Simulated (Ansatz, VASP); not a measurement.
# Cross-check of BN (Qingsongite) between VASP and Ansatz

Wanted: the spread between two codes on one cell, functional and k mesh. The cell is taken from a series of runs on this material, whose earlier steps may have relaxed or scaled it; both programs get it as it stands.

Method: plane waves, with VASP 6.6.1 beside it; single point at LDA, in Ansatz 0.2.0.

**1. The starting structure**

It takes space group F-43m (No. 216, cubic). The conventional cell has a = 3.615 Å, b = 3.615 Å, c = 3.615 Å, α = 90.00°, β = 90.00°, γ = 90.00°. Nearest to N lie 4 B at 1.57 Å. B has 4 N at 1.57 Å nearest. Farther neighbours and most contacts between anions are not listed.

**2. Ansatz: single point, LDA**

Ansatz runs on its default PAW (the set named soft_2) files.

With cell and atoms fixed, the geometry can't cause a difference; cores, projectors, grids and the points listed under the comparison can.

input.yaml reads:

```yaml
crystal:
  lattice:
    - [0.0, 1.8075, 1.8075]
    - [1.8075, 0.0, 1.8075]
    - [1.8075, 1.8075, 0.0]
  atoms:
    - { symbol: "N", position: [0.75, 0.75, 0.75] }
    - { symbol: B, position: [0.0, 0.0, 0.0] }
hamiltonian:
  xc: lda
  pseudopotentials: { kind: paw }
kpoints:
  mp_grid: { grid: [7, 7, 7] }
scf:
  occupations: { method: gaussian, width: 0.01 }
  n_extra_bands: 4
output:
  forces: true
  stress: true
  eigenvalues: true
```

Run with:

```bash
$ ansatz run input.yaml --threads 2 --pin off --max-ram 4608MiB --backend cpu --events-out ev --progress --plain --runs-dir out
```

Numbers of over 12 decimals in the logs are rounded to 6 here.

What it wrote:

```text
scf.n_extra_bands = 4 over 4 filled bands (N_el = 8.0): the run solves 8 bands
Engine: ansatz 0.2.0, x86_64-unknown-linux-gnu
Pseudopotentials: kind: paw
Pseudopotential: N, paw, valence charge 5, recommended cutoff 420 eV (normal), N.paw.azcp
Pseudopotential: B, paw, valence charge 3, recommended cutoff 420 eV (normal), B.paw.azcp
Functional definition: SPW92
  exchange = slater_x
  correlation = pw_c
Crystal: 2 atoms, lattice volume = 11.810 Å³
Basis set: ecut = 420 eV, 259 PW (Γ)
Bands: 8, of which v1, the nominal top of the filled ones, is band 4 counted from 1 (3 counted from 0)
Symmetry: 24 space group operations
Space group: F-43m (ITA 216), of the structure as read, at distance tolerance 2.3e-5 Å
k-points: 20 of 343 (time reversal used)
Non-local potential: N, projectors of the file, l = 0: 2, l = 1: 2, l = 2: 1
Non-local potential: B, projectors of the file, l = 0: 2, l = 1: 2, l = 2: 1
PAW form: soft (Blöchl's): semilocal exchange-correlation on the pseudo side does not see the compensation charge
PAW frozen core: N, regenerated for the run's functional, and the local potential with it (the file was generated under x = pbe(κ = 0.804, μ = 0.219515), c = pbe(β = 0.066725))
PAW frozen core: B, regenerated for the run's functional, and the local potential with it (the file was generated under x = pbe(κ = 0.804, μ = 0.219515), c = pbe(β = 0.066725))
PAW one-centre angular grid: N, 110 points (default); XC on 64 Gauss nodes
PAW one-centre angular grid: B, 110 points (default); XC on 64 Gauss nodes
Initial density: superposition of atomic densities (neutral atoms: chi_scale 0, normalization atom), corrected by the library's trained network
Initial wavefunctions: pseudopotential atomic-orbital guess
Functional: x = slater, c = lda
SCF iter   1: F=—  HF=-526.457506 eV  |F-HF|=—  |Δ(HF+E_count)|=         —  Δρ=7.29e-3  dr2=4.55e-3  ethr=1.77e-3  ⟨swp⟩=4.7  Hψ=1027  notcnv=0
preconditioner: auto → none  [insulator: Δε(μ)=4.558 eV  Ē_g=19.810 eV  σ=0.010 eV  W_gap=1.00  n_scr=0 (ndim 8)  ℏωp=30.6 eV  f_vac=0.000  D(μ)=0.00/eV (n_scr^D=0)  ε∞_Penn≈3.4]
SCF iter   2: F=—  HF=-526.456251 eV  |F-HF|=—  |Δ(HF+E_count)|=   1.25e-3  Δρ=3.19e-3  dr2=4.34e-4  ethr=5.69e-5  ⟨swp⟩=2.2  Hψ=410  notcnv=0
SCF iter   3: F=—  HF=-526.456117 eV  |F-HF|=—  |Δ(HF+E_count)|=   1.35e-4  Δρ=1.34e-3  dr2=7.27e-5  ethr=5.42e-6  ⟨swp⟩=2.6  Hψ=305  notcnv=0
SCF iter   4: F=—  HF=-526.456095 eV  |F-HF|=—  |Δ(HF+E_count)|=   2.20e-5  Δρ=3.94e-4  dr2=6.37e-6  ethr=9.08e-7  ⟨swp⟩=1.0  Hψ=160  notcnv=0
SCF iter   5: F=—  HF=-526.456093 eV  |F-HF|=—  |Δ(HF+E_count)|=   1.79e-6  Δρ=5.48e-5  dr2=1.31e-7  ethr=7.96e-8  ⟨swp⟩=1.1  Hψ=163  notcnv=0
SCF iter   6: F=-526.456093 eV  HF=-526.456093 eV  |F-HF|=8.03e-11  |Δ(HF+E_count)|=   1.86e-8  Δρ=3.39e-6  dr2=4.85e-10  ethr=1.25e-9  ⟨swp⟩=4.2  Hψ=498  notcnv=0
SCF 1 converged in 6 iterations: F = -526.456093 eV  dr2 = 4.85e-10
  greatest PAW one-centre occupation: 0.779 electrons in one spin orbital (limit 2), on the N atom at site 0 (counted from 0), in its partial waves of l = 0
SCF converged after 6 iterations
Free energy (F): -526.456093 eV
Harris-Foulkes:  -526.456093 eV  (|F-HF|=8.03e-11)
Internal energy: -526.456093 eV  (E = F + TS)
E sigma→0 (E₀):  -526.456093 eV
Fermi energy:    13.230319 eV
--- Per-component energies (eV) ---
  E_band       = 24.809965
  E_kinetic    = 185.147563
  E_local      = -176.555251  (includes V_loc(G=0)·N_el)
  E_nonlocal   = 58.498440
  E_hartree    = 48.605484
  E_xc         = -92.552881
  E_vxc        = -115.537872  (∫ρ·V_xc dr)
  E_paw        = -191.340775  (= ΣΔE_a)
  E_vpaw       = -23.954120  (= ΣTr[D̂ρ^β])
  E_aug_tail   = 0.000099  (compensation charges beyond the density's cutoff)
  E_ewald      = -358.384650
  E_core_change = 0.125878  (= ΣΔE_core)
  E_smearing   = -0.000000  (= −TS)
  E_closure    = -0.000000  (closes the sum)
  Σ components = -526.456093   (vs F -526.456093, Δ=0.00e0)
--- Forces (eV/Å), atoms counted from 1 ---
  atom   1  N      0.00000000     0.00000000     0.00000000
  atom   2  B     -0.00000000    -0.00000000     0.00000000
  max |Σ_I F_I| component: 4.90e-16 eV/Å
--- Stress (GPa, compression-positive) ---
      -10.937899      -0.000000      -0.000000
       -0.000000     -10.937899       0.000000
       -0.000000       0.000000     -10.937899
  P = ⅓ Tr σ = -10.9379 GPa (-109.379 kbar)
--- Band table (eV; the first three rows and the last of 20) ---
  k-point 0: bands = ["-9.1510", "10.9234", "10.9234", "10.9234", "19.6197", "19.6197", "19.6197", "21.3346"]
  k-point 1: bands = ["-8.6550", "8.5945", "10.4423", "10.4423", "20.1038", "20.3323", "20.3323", "22.7461"]
  k-point 2: bands = ["-7.2318", "4.4200", "9.5901", "9.5901", "20.6902", "21.3085", "21.3085", "24.8212"]
  k-point 19: bands = ["-3.3430", "3.0171", "3.4412", "5.8139", "19.6369", "23.9441", "25.4639", "26.6654"]
```

The column dr2 measures how far the density is from self-consistency, as an energy; F and HF (Harris–Foulkes) agree once it is small.

The run ends at a pressure of -10.94 GPa.

**3. VASP: single point, LDA**

The same cell, functional (in two slightly different forms), mesh and smearing now go to VASP, with its own data sets and cutoff.

Lines of VASP's logs that name or quote its potential files are left out, and so is its time.

INCAR reads:

```
SYSTEM = BN
PREC = Accurate
ENCUT = 520
EDIFF = 1E-06
NELM = 100
ISMEAR = 0
SIGMA = 0.01
LREAL = .FALSE.
ALGO = Normal
GGA = PW92
NBANDS = 10
LORBIT = 11
LWAVE = .FALSE.
LCHARG = .FALSE.
KPAR = 2
ISIF = 2
```

POSCAR reads:

```
BN
1.0
    0.0000000000      1.8075000000      1.8075000000
    1.8075000000      0.0000000000      1.8075000000
    1.8075000000      1.8075000000      0.0000000000
N B
1 1
Direct
    0.7500000000      0.7500000000      0.7500000000
    0.0000000000      0.0000000000      0.0000000000
```

KPOINTS reads:

```
Automatic mesh
0
Gamma
7 7 7
0 0 0
```

Potentials, in the order of the species: N and B (LDA family, release 64).

Run with:

```bash
$ mpirun -np 2 vasp_std
```

What it wrote:

```text
[banner, memory and clock lines left out]
running    2 mpi-ranks, on    1 nodes
 distrk:  each k-point on    1 cores,    2 groups
 distr:  one band on    1 cores,    1 groups

 POSCAR found type information on POSCAR N B
 POSCAR found :  2 types and       2 ions
|                                                                             |
|               ----> ADVICE to this user running VASP <----                  |
|                                                                             |
|     You enforced a specific xc type in the INCAR file but a different       |
|     [... a line on the potential file left out ...]
|     I HOPE YOU KNOW WHAT YOU ARE DOING!                                     |
|                                                                             |

 LDA part: xc-table for (Slater(with rela. corr.)+PW92), standard interpolation
 POSCAR, INCAR and KPOINTS ok, starting setup
 FFT: planning ... GRIDC
 FFT: planning ... GRID_SOFT
 FFT: planning ... GRID
 WAVECAR not read
 entering main loop
       N       E                     dE             d eps       ncg     rms          rms(c)
DAV:   1     0.566138699560E+01    0.56614E+01   -0.50222E+03   408   0.782E+02
DAV:   2    -0.201755210189E+02   -0.25837E+02   -0.25332E+02   508   0.151E+02
DAV:   3    -0.205594808338E+02   -0.38396E+00   -0.38336E+00   454   0.163E+01
DAV:   4    -0.205598737814E+02   -0.39295E-03   -0.39294E-03   442   0.657E-01
DAV:   5    -0.205598741656E+02   -0.38422E-06   -0.38421E-06   448   0.199E-02    0.652E+00
DAV:   6    -0.195643837463E+02    0.99549E+00   -0.33762E+00   404   0.112E+01    0.309E+00
DAV:   7    -0.194559886405E+02    0.10840E+00   -0.85290E-02   442   0.252E+00    0.177E+00
DAV:   8    -0.194242054527E+02    0.31783E-01   -0.48969E-02   438   0.157E+00    0.175E-01
DAV:   9    -0.194240461987E+02    0.15925E-03   -0.89836E-04   436   0.275E-01    0.810E-02
DAV:  10    -0.194240305452E+02    0.15653E-04   -0.46019E-05   452   0.680E-02    0.137E-02
DAV:  11    -0.194240310493E+02   -0.50411E-06   -0.18018E-06   316   0.962E-03
   1 F= -.19424031E+02 E0= -.19424031E+02  d E =-.152992E-13
```

OUTCAR, selected parts (step 3):

```text
ion  position               nearest neighbor table
   1  0.750  0.750  0.750-   2 1.57   2 1.57   2 1.57   2 1.57
   2  0.000  0.000  0.000-   1 1.57   1 1.57   1 1.57   1 1.57

  LATTYP: Found a face centered cubic cell.
 ALAT       =     3.6150000000

 Subroutine GETGRP returns: Found 24 space group operations
 (whereof 24 operations were pure point group operations)

The static configuration has the point symmetry T_d .

 Found     20 irreducible k-points:

   k-points           NKPTS =     20   k-points in BZ     NKDIM =     20   number of bands    NBANDS=     10

   dimension x,y,z NGX =    20 NGY =   20 NGZ =   20
   dimension x,y,z NGXF=    40 NGYF=   40 NGZF=   40

   ENCUT  =  520.0 eV  38.22 Ry    6.18 a.u.   4.75  4.75  4.75*2*pi/ulx,y,z

   NELECT =       8.0000    total number of electrons

 k-points in reciprocal lattice and weights: Automatic mesh
   0.00000000  0.00000000  0.00000000       0.003
   0.14285714  0.00000000  0.00000000       0.023
   0.28571429  0.00000000  0.00000000       0.023
   0.42857143  0.00000000  0.00000000       0.023
   0.14285714  0.14285714  0.00000000       0.017
   0.28571429  0.14285714  0.00000000       0.070
   0.42857143  0.14285714  0.00000000       0.070
  -0.42857143  0.14285714  0.00000000       0.070
  -0.28571429  0.14285714  0.00000000       0.070
[...]
-0.42857143  0.42857143  0.14285714       0.070
  -0.28571429  0.42857143  0.14285714       0.070

 average (electrostatic) potential at core
       1 -60.1138       2 -29.5772

 E-fermi :   7.4304

 k-point     1 :       0.0000    0.0000    0.0000
  band No.  band energies     occupation
      1     -12.6827      2.00000
      2       7.3836      2.00000
      3       7.3836      2.00000
      4       7.3836      2.00000
      5      16.0700      0.00000
      6      16.0700      0.00000
      7      16.0700      0.00000
      8      17.8283      0.00000
      9      31.8808      0.00000
    ...

 k-point     2 :       0.1429    0.0000    0.0000
  band No.  band energies     occupation
      1     -12.1870      2.00000
      2       5.0522      2.00000
      3       6.9005      2.00000
      4       6.9005      2.00000
      5      16.5647      0.00000
      6      16.7841      0.00000
      7      16.7841      0.00000
      8      19.2274      0.00000
      9      31.2082      0.00000
    ...

 k-point     3 :       0.2857    0.0000    0.0000
  band No.  band energies     occupation
      1     -10.7646      2.00000
      2       0.8784      2.00000
      3       6.0488      2.00000
      4       6.0488      2.00000
      5      17.1582      0.00000
      6      17.7605      0.00000
      7      17.7605      0.00000
      8      21.2942      0.00000
      9      30.3446      0.00000
    ...

  Total       -0.7810920     -0.7810920     -0.7810920      0.0000000      0.0000000     -0.0000000
  in kB     -105.9614380   -105.9614380   -105.9614380      0.0000000      0.0000000     -0.0000000
  external PRESSURE =    -105.9614380 kB  Pullay stress =       0.0000000 kB

  energy-cutoff  :      520.00
  volume of cell :       11.81
      direct lattice vectors                 reciprocal lattice vectors
     0.000000000  1.807500000  1.807500000    -0.276625173  0.276625173  0.276625173
     1.807500000  0.000000000  1.807500000     0.276625173 -0.276625173  0.276625173
     1.807500000  1.807500000  0.000000000     0.276625173  0.276625173 -0.276625173

 POSITION                                       TOTAL-FORCE (eV/Angst)
 -----------------------------------------------------------------------------------
      2.71125      2.71125      2.71125        -0.000000     -0.000000     -0.000000
      0.00000      0.00000      0.00000         0.000000      0.000000      0.000000
 -----------------------------------------------------------------------------------
    total drift:                                0.000000      0.000000      0.000000

  FREE ENERGIE OF THE ION-ELECTRON SYSTEM (eV)
  ---------------------------------------------------
  free  energy   TOTEN  =       -19.4240310493 eV

  energy  without entropy=      -19.4240310493  energy(sigma->0) =      -19.42403105

 total charge
# of ion       s       p       d       tot
------------------------------------------
    1        1.200   2.737   0.000   3.937
    2        0.672   1.373   0.000   2.045
--------------------------------------------------
tot          1.872   4.109   0.000   5.981

[... 3 further parts left out ...]
```

The run ends at a pressure of -10.60 GPa.

**4. Comparison**

Known differences besides the PAW data sets themselves: the cutoff is 420 eV in Ansatz and 520 eV in VASP; Ansatz makes its cores anew for this functional, VASP keeps those of its LDA data sets. Total energies have different zeros and are not compared.

The two programs side by side:

| quantity | Ansatz | VASP | difference |
| --- | --- | --- | --- |
| pressure (GPa) | -10.94 | -10.60 | -0.34 |
| gap on the k mesh (eV) | 4.614 | 4.605 | +0.009 |

Ansatz's pressure holds a Pulay correction of 1.33 GPa; VASP's holds none.

**5. Further runs**

How far does this hang on the set-up? Further runs change one program's set-up at a time, as the table lists.

| run | difference in gap on the k mesh (eV) |
| --- | --- |
| as above | 0.0090 |
| VASP with the data sets N_h and B_h, a cutoff of 1210 eV and GGA = CA, the Perdew-Zunger form of LDA | 0.013 |

**6. Summary of results**

| Item | Value |
| --- | --- |
| difference in gap on the k mesh (single point, LDA) | 0.0090 eV |

The difference in gap on the k mesh is 0.0090 eV (single point, LDA), within the 0.08 eV picked in this series as the mark of a large difference. For single point, LDA: no further run halves the difference in gap on the k mesh. How closely two codes agree says nothing of how well the functional describes the real material.

[Lines on the potential files, build, host, timing and source positions are cut from VASP's logs without a mark.]

[Logs are printed without paths, hosts, clocks, repeated set-up lines and the standing remarks that a program may print on its own settings, such as how far it seeks lower states.]

[Hosts, paths, dates, database ids (printed as entryN), source tags and the programs' standing remarks are cut or masked in the printed files.]
